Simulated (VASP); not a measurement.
# Rb (P6/mmm) in VASP: further runs

Runs on Rb. Level: LDA. Tasks: single point.

Program: VASP 6.6.1. These are calculated values, not measurements. Logs are shortened: lines on timing, memory, paths and dates and some standing lists are left out, and cuts for length are marked.

### 1 The structure

It takes space group P6/mmm (No. 191, hexagonal). Conventional cell: a = 7.684 Å, b = 7.684 Å, c = 4.593 Å, α = 90.00°, β = 90.00°, γ = 120.00°. Around Rb (site symmetry -6m2) lie 3 Rb at 4.44 Å.

This isn't the form of Rb at room conditions, which is bcc.

### 2 Single point, LDA

Input file INCAR:

```
SYSTEM = Rb
PREC = Accurate
ENCUT = 520
EDIFF = 1E-6
ISMEAR = -1
SIGMA = 0.1
LREAL = .FALSE.
LASPH = .TRUE.
NELM = 60
ALGO = Fast
ISIF = 2
LWAVE = .FALSE.
LCHARG = .FALSE.
GGA = CA
NBANDS = 20
```

Input file KPOINTS:

```
regular mesh
0
G
  7 7 9
  0 0 0
```

Input file POSCAR:

```
Rb
1.0
    7.6841191809      0.0000000000      0.0000000000
   -3.8420595904      6.6546424163      0.0000000000
    0.0000000000      0.0000000000      4.5925762344
Rb
3
Direct
    1.0000000000      1.0000000000      0.0000000000
    0.3333333333      0.6666666667      0.5000000000
    0.6666666667      0.3333333333      0.5000000000
```

Potentials or basis: VASP PAW LDA potentials, release 64 (Rb_sv).

On the command line:

```bash
$ cat potpaw_LDA.64/Rb_sv/POTCAR > POTCAR
$ mpirun -np 1 vasp_std > vasp.out
```

OUTCAR:

```text
SYSTEM = Rb
   PREC = Accurate
   ENCUT = 520
   EDIFF = 1E-6
   ISMEAR = -1
   LREAL = .FALSE.
   LASPH = .TRUE.
   NELM = 60
   ISIF = 2
   GGA = CA

 ion  position               nearest neighbor table
   1  0.000  0.000  0.000-   2 5.00   3 5.00   2 5.00   3 5.00   2 5.00   2 5.00   3 5.00   3 5.00
                             3 5.00   3 5.00   2 5.00   2 5.00
   2  0.333  0.667  0.500-   3 4.44   3 4.44   3 4.44   1 5.00   1 5.00   1 5.00   1 5.00   1 5.00
                             1 5.00
   3  0.667  0.333  0.500-   2 4.44   2 4.44   2 4.44   1 5.00   1 5.00   1 5.00   1 5.00   1 5.00
                             1 5.00

  LATTYP: Found a hexagonal cell.
 ALAT       =     7.6841191809
 C/A-ratio  =     0.5976711353

  Lattice vectors:

 A1 = (   7.6841191809,   0.0000000000,   0.0000000000)
 A2 = (  -3.8420595904,   6.6546424163,   0.0000000000)
 A3 = (   0.0000000000,   0.0000000000,   4.5925762344)

Analysis of symmetry for initial positions (statically):
=====================================================================
 Subroutine PRICEL returns:
 Original cell was already a primitive cell.

 Routine SETGRP: Setting up the symmetry group for a
 hexagonal supercell.

 Subroutine GETGRP returns: Found 24 space group operations
 (whereof 24 operations were pure point group operations)
 out of a pool of 24 trial point group operations.

The static configuration has the point symmetry D_6h.

Analysis of symmetry for dynamics (positions and initial velocities):
=====================================================================
 Subroutine PRICEL returns:
 Original cell was already a primitive cell.

 Routine SETGRP: Setting up the symmetry group for a
 hexagonal supercell.

 Subroutine GETGRP returns: Found 24 space group operations
 (whereof 24 operations were pure point group operations)
 out of a pool of 24 trial point group operations.

The dynamic configuration has the point symmetry D_6h.

 Subroutine INISYM returns: Found 24 space group operations
 (whereof 24 operations are pure point group operations),
 and found     1 'primitive' translations

----------------------------------------------------------------------------------------

                                     Primitive cell

  volume of cell :     234.8417

  direct lattice vectors                    reciprocal lattice vectors
     7.684119181  0.000000000  0.000000000     0.130138533  0.075135517  0.000000000
    -3.842059590  6.654642416  0.000000000     0.000000000  0.150271034  0.000000000
     0.000000000  0.000000000  4.592576234     0.000000000  0.000000000  0.217742711

  length of vectors
     7.684119181  7.684119181  4.592576234     0.150271034  0.150271034  0.217742711

  position of ions in fractional coordinates (direct lattice)
     0.000000000  0.000000000  0.000000000
     0.333333333  0.666666667  0.500000000
     0.666666667  0.333333333  0.500000000

  ion indices of the primitive-cell ions
   primitive index   ion index
                 1           1
                 2           2
                 3           3

----------------------------------------------------------------------------------------

 KPOINTS: regular mesh

Automatic generation of k-mesh.
 Grid dimensions read from file:
 generate k-points for:    7    7    9

 Generating k-lattice:

  Cartesian coordinates                     Fractional coordinates (reciprocal lattice)
     0.018591219  0.010733645  0.000000000     0.142857143  0.000000000  0.000000000
     0.000000000  0.021467291  0.000000000     0.000000000  0.142857143  0.000000000
     0.000000000  0.000000000  0.024193635     0.000000000  0.000000000  0.111111111

  Length of vectors
     0.021467291  0.021467291  0.024193635

  Shift w.r.t. Gamma in fractional coordinates (k-lattice)
     0.000000000  0.000000000  0.000000000

 Subroutine IBZKPT returns following result:
 ===========================================

 Found     40 irreducible k-points:

 Following reciprocal coordinates:
            Coordinates               Weight
  0.000000  0.000000  0.000000      1.000000
  0.142857 -0.000000  0.000000      6.000000
  0.285714 -0.000000  0.000000      6.000000
  0.428571 -0.000000  0.000000      6.000000
  0.142857  0.142857  0.000000      6.000000
  0.285714  0.142857  0.000000     12.000000
[... 16 lines left out ...]
  0.428571  0.142857  0.222222     12.000000
  0.285714  0.285714  0.222222     12.000000
 [... further k-points ...]
   k-points           NKPTS =     40   k-points in BZ     NKDIM =     40   number of bands    NBANDS=     20
   number of dos      NEDOS =    301   number of ions     NIONS =      3
   total plane-waves  NPLWV = 129600
   dimension x,y,z NGX =    60 NGY =   60 NGZ =   36
   dimension x,y,z NGXF=   120 NGYF=  120 NGZF=   72
   ions per type =               3
   NGX,Y,Z   is equivalent  to a cutoff of  12.98, 12.98, 13.03 a.u.
   NGXF,Y,Z  is equivalent  to a cutoff of  25.96, 25.96, 26.06 a.u.
 SYSTEM =  Rb
   PREC   = accura    normal or accurate (medium, high low for compatibility)
   ISTART =      0    job   : 0-new  1-cont  2-samecut
   ICHARG =      2    charge: 1-file 2-atom 10-const
   ISPIN  =      1    spin polarized calculation?
   LNONCOLLINEAR =      F non collinear calculations
   LSORBIT =      F    spin-orbit coupling
   LASPH  =      T    aspherical Exc in radial PAW
   ENCUT  =  520.0 eV  38.22 Ry    6.18 a.u.  14.29 14.29  8.54*2*pi/ulx,y,z
   NELM   =     60;   NELMIN=  2; NELMDL= -5     # of ELM steps
   EDIFF  = 0.1E-05   stopping-criterion for ELM
   LREAL  =      F    real-space projection
   EDIFFG = 0.1E-04   stopping-criterion for IOM
   NSW    =      0    number of steps for IOM
   IBRION =     -1    ionic relax: 0-MD 1-quasi-New 2-CG
   NFREE  =      0    steps in history (QN), initial steepest desc. (CG)
   ISIF   =      2    stress and relaxation
   ISYM   =      2    0-nonsym 1-usesym 2-fastsym
   POTIM  = 0.5000    time-step for ionic-motion
   TEBEG  =    0.0;   TEEND  =   0.0 temperature during run
   PSTRESS=    0.0 pullay stress
   NELECT =      27.0000    total number of electrons
   NUPDOWN=      -1.0000    fix difference up-down
   EMIN   =  10.00;   EMAX   =-10.00  energy-range for DOS
   EFERMI =   0.00;   METHOD = LEGACY
   ISMEAR =    -1;   SIGMA  =   0.10  broadening in eV -4-tet -1-fermi 0-gaus
   EFERMI_NEDOS =   21; number of points for ismear=-14 and -15
   IALGO  =     68    algorithm
   IMIX   =      4    mixing-type and parameters
     AMIX     =   0.40;   BMIX     =  1.00
     AMIX_MAG =   1.60;   BMIX_MAG =  1.00
  volume/ion in A,a.u.               =      78.28       528.26
  Fermi-wavevector in a.u.,A,eV,Ry     =   0.796045  1.504307  8.621847  0.633688
  Thomas-Fermi vector in A             =   1.902492
   LORBIT       =      0    0 simple, 1 ext, 2 COOP (PROOUT), +10 PAW based schemes
   GGA     = CA    functional components
   LHFCALC =     F    Hartree Fock is set to
   AEXX    =    0.0000 exact exchange contribution
   IVDW    =     0    specifies the selected vdW correction
   LEPSILON=     F    determine dielectric tensor
   LRPA    =     F    only Hartree local field effects (RPA)
 non-spin polarized calculation
 RMM-DIIS sequential band-by-band and
  energy-cutoff  :      520.00
  volume of cell :      234.84
 maximum number of plane-waves:      6353
 NGX is ok and might be reduce to    60
   NGX = 29   NGY = 29   NGZ = 17

 number of electron      27.0000000 magnetization

 Free energy of the ion-electron system (eV)
  ---------------------------------------------------
  ext. energy  EPLUGINS =         0.00000000
  ---------------------------------------------------
  free energy    TOTEN  =        -3.20035101 eV

  energy without entropy =       -3.11648294  energy(sigma->0) =       -3.15841698

 E-fermi :   0.1402     XC(G=0):  -6.0733

 val. band max:        0.0797711882   @ k =   0.4286  -0.0000   0.3333
 cond. band min:       0.1612044140   @ k =   0.4286  -0.0000   0.4444
 fundamental gap:      0.0814332258
 Fermi energy:         0.1401707836

 k-point     1 :       0.0000    0.0000    0.0000
  band No.  band energies     occupation
      1     -28.6202      2.00000
      2     -28.6084      2.00000
      3     -28.5259      2.00000
      4     -12.8394      2.00000
      5     -12.8394      2.00000
      6     -12.7471      2.00000
[... 12 lines left out ...]
     19       1.5243      0.00000
     20       3.3463      0.00000

 k-point     2 :       0.1429   -0.0000    0.0000
  band No.  band energies     occupation
      1     -28.6197      2.00000
      2     -28.6089      2.00000
      3     -28.5259      2.00000
      4     -12.8448      2.00000
      5     -12.8384      2.00000
      6     -12.7409      2.00000
[... 12 lines left out ...]
     19       2.0730      0.00000
     20       3.3944      0.00000

 k-point     3 :       0.2857   -0.0000    0.0000
  band No.  band energies     occupation
      1     -28.6183      2.00000
      2     -28.6103      2.00000
      3     -28.5259      2.00000
      4     -12.8550      2.00000
      5     -12.8304      2.00000
      6     -12.7370      2.00000
[... 12 lines left out ...]
     19       2.5935      0.00000
     20       3.3246      0.00000

 k-point     4 :       0.4286   -0.0000    0.0000
  band No.  band energies     occupation
      1     -28.6166      2.00000
      2     -28.6120      2.00000
      3     -28.5260      2.00000
      4     -12.8620      2.00000
      5     -12.8150      2.00000
      6     -12.7525      2.00000
[... 429 lines left out ...]
 k-point    23 :       0.4286    0.1429    0.2222
  band No.  band energies     occupation
      1     -28.6138      2.00000
      2     -28.6107      2.00000
      3     -28.5239      2.00000
      4     -12.8511      2.00000
      5     -12.8042      2.00000
      6     -12.7711      2.00000
[... 12 lines left out ...]
     19       2.5269      0.00000
     20       2.6386      0.00000

 k-point    24 :       0.2857    0.2857    0.2222
  band No.  band energies     occupation
      1     -28.6133      2.00000
      2     -28.6112      2.00000
      3     -28.5239      2.00000
      4     -12.8514      2.00000
      5     -12.7971      2.00000
      6     -12.7734      2.00000
[... 12 lines left out ...]
     19       2.4997      0.00000
     20       2.6740      0.00000

 [... further k-points ...]

------------------------ aborting loop because EDIFF is reached ----------------------------------------

  FORCE on cell =-STRESS in cart. coord.  units (eV):
  Direction    XX          YY          ZZ          XY          YZ          ZX
  --------------------------------------------------------------------------------------
  -------------------------------------------------------------------------------------
  Total       -0.0068768     -0.0068768     -0.0057655     -0.0000000     -0.0000000      0.0000000
  in kB       -0.0469159     -0.0469159     -0.0393343     -0.0000000     -0.0000000      0.0000000
  external PRESSURE =      -0.0443887 kB  Pullay stress =       0.0000000 kB

 VOLUME and BASIS-vectors are now :
 -----------------------------------------------------------------------------
  energy-cutoff  :      520.00
  volume of cell :      234.84
      direct lattice vectors                 reciprocal lattice vectors
     7.684119181  0.000000000  0.000000000     0.130138533  0.075135517  0.000000000
    -3.842059590  6.654642416  0.000000000     0.000000000  0.150271034  0.000000000
     0.000000000  0.000000000  4.592576234     0.000000000  0.000000000  0.217742711

 POSITION                                       TOTAL-FORCE (eV/Angst)
 -----------------------------------------------------------------------------------
      0.00000      0.00000      0.00000         0.000000     -0.000000      0.000000
     -0.00000      4.43643      2.29629         0.000000     -0.000000      0.000000
      3.84206      2.21821      2.29629        -0.000000      0.000000      0.000000
 -----------------------------------------------------------------------------------
    total drift:                                0.000000     -0.000000      0.000000

  FREE ENERGIE OF THE ION-ELECTRON SYSTEM (eV)
  ---------------------------------------------------
  free  energy   TOTEN  =        -3.2003510136 eV

  energy  without entropy=       -3.1164829387  energy(sigma->0) =       -3.15841698
```

Wall time 2.1 min (1 thread of Intel Xeon 6975P-C (Granite Rapids), shared host); peak memory 0.34 GiB.

Results:

```yaml
Free_energy: -3.2004 eV
Pressure: 0.0 GPa
Band_gap_on_the_k_mesh: none (metal or under the smearing width)
```

Levels at points of the mesh, in eV from the Fermi level:
```csv
k point,band 10,band 11,band 12,band 13,band 14,band 15,band 16,band 17
"(0.00, 0.00, 0.00)",-12.80,-12.80,-12.76,-2.19,1.09,1.15,1.15,1.17
```

### 3 Single point, LDA

This run uses another cell than the first one, of 68.89 Å³/atom, 0.880 times its volume.

Input file INCAR:

```
  PREC = Accurate
  ENCUT = 520
  EDIFF = 1E-6
  ISMEAR = -1
  SIGMA = 0.1
  LREAL = F
  LASPH = T
  NELM = 60
  ALGO = Fast
  ISIF = 2
  LWAVE = F
  LCHARG = F
  GGA = CA
  NBANDS = 20
```

Input file KPOINTS:

```
regular mesh
0
Gamma
  6 6 8
```

Input file POSCAR:

```
Rb
1.0
    7.3635682455      0.0000000000      0.0000000000
   -3.6817841227      6.3770371631      0.0000000000
    0.0000000000      0.0000000000      4.4009921929
Rb
3
Direct
    1.0000000000      1.0000000000      0.0000000000
    0.3333333333      0.6666666667      0.5000000000
    0.6666666667      0.3333333333      0.5000000000
```

Potentials or basis: VASP PAW LDA potentials, release 64 (Rb_sv).

On the command line:

```bash
$ cat potpaw_LDA.64/Rb_sv/POTCAR > POTCAR
$ mpirun -np 1 vasp_std > vasp.out
```

Run time: 2.1 min. Hardware: 1 thread of Intel Xeon 6975P-C (Granite Rapids), shared host; peak memory 0.29 GiB.

Results (log left out):

| Item | Value |
| --- | --- |
| Free energy | -3.1527 eV |
| Pressure | 0.6 GPa |
| Band gap on the k mesh | none (metal or under the smearing width) |

Levels at points of the mesh, in eV from the Fermi level:
| k point | band 11 | band 12 | band 13 | band 14 | band 15 | band 16 |
| --- | --- | --- | --- | --- | --- | --- |
| (0.00, 0.00, 0.00) | -12.74 | -12.69 | -2.38 | 1.07 | 1.20 | 1.20 |
| (0.50, 0.00, 0.00) | -12.76 | -12.70 | -1.21 | -1.21 | 0.07 | 1.06 |
| (0.00, 0.00, 0.50) | -12.77 | -12.77 | -0.27 | 0.01 | 1.15 | 1.15 |
| (0.50, 0.00, 0.50) | -12.77 | -12.75 | 0.25 | 0.32 | 0.89 | 1.04 |

### 4 Single point, LDA

This run uses another cell than the first one, of 75.15 Å³/atom, 0.960 times its volume.

Input file INCAR:

```
SYSTEM = Rb
ALGO = Fast
EDIFF = 1E-7
ENCUT = 520
ISIF = 2
ISMEAR = -1
LASPH = .TRUE.
LCHARG = .TRUE.
LELF = .TRUE.
LREAL = .FALSE.
LVHAR = .TRUE.
LWAVE = .FALSE.
NBANDS = 20
NELM = 80
PREC = Accurate
SIGMA = 0.1
```

Input file KPOINTS:

```
k-points
0
G
  6 6 8
  0 0 0
```

Input file POSCAR:

```
Rb
1.0
    7.5802670018      0.0000000000      0.0000000000
   -3.7901335009      6.5647037910      0.0000000000
    0.0000000000      0.0000000000      4.5305067846
Rb
3
Direct
    1.0000000000      1.0000000000      0.0000000000
    0.3333333333      0.6666666667      0.5000000000
    0.6666666667      0.3333333333      0.5000000000
```

On the command line:

```bash
$ cat potpaw_LDA.64/Rb_sv/POTCAR > POTCAR
$ mpirun -np 1 vasp_std > vasp.out
```

It took 2 min on 1 thread of Intel Xeon 6975P-C (Granite Rapids), shared host; peak memory 0.29 GiB.

The run converged. Its results:

```yaml
Free_energy: -3.1931 eV
Pressure: 0.1 GPa
Band_gap_on_the_k_mesh: none (metal or under the smearing width)
```

Levels at points of the mesh, in eV from the Fermi level:
```
           k point  band 10  band 11  band 12  band 13  band 14  band 15  band 16  band 17
(0.00, 0.00, 0.00)   -12.78   -12.78   -12.74    -2.25     1.08     1.16     1.16     1.18
(0.50, 0.00, 0.00)   -12.80   -12.80   -12.74    -1.17    -1.16     0.12     0.96     2.25
(0.00, 0.00, 0.50)   -12.83   -12.80   -12.80    -0.28    -0.01     1.25     1.25     1.46
(0.50, 0.00, 0.50)   -12.82   -12.80   -12.79     0.30     0.32     0.85     0.94     1.18
```

### 5 Summary

```tsv
cell	k mesh	further INCAR settings	gap on the mesh (eV)	pressure (GPa)
P6/mmm, 78.28 Å³/atom	7 × 7 × 9	ALGO = Fast; EDIFF = 1e-06; NBANDS = 20	none	0.0
P6/mmm, 68.89 Å³/atom	6 × 6 × 8	ALGO = Fast; EDIFF = 1e-06; NBANDS = 20	none	0.6
P6/mmm, 75.15 Å³/atom	6 × 6 × 8	ALGO = Fast; EDIFF = 1e-07; NBANDS = 20	none	0.1
```

Alike in all rows: task single point; level LDA; potentials or basis VASP PAW LDA potentials, release 64 (Rb_sv); no spin polarisation; cutoff (eV) 520; smearing fermi-dirac 0.1 eV.

Every run on the cell as given and a fine mesh finds a metal.

Total energies depend on the potentials used, so only differences within one code and one set of settings carry meaning.
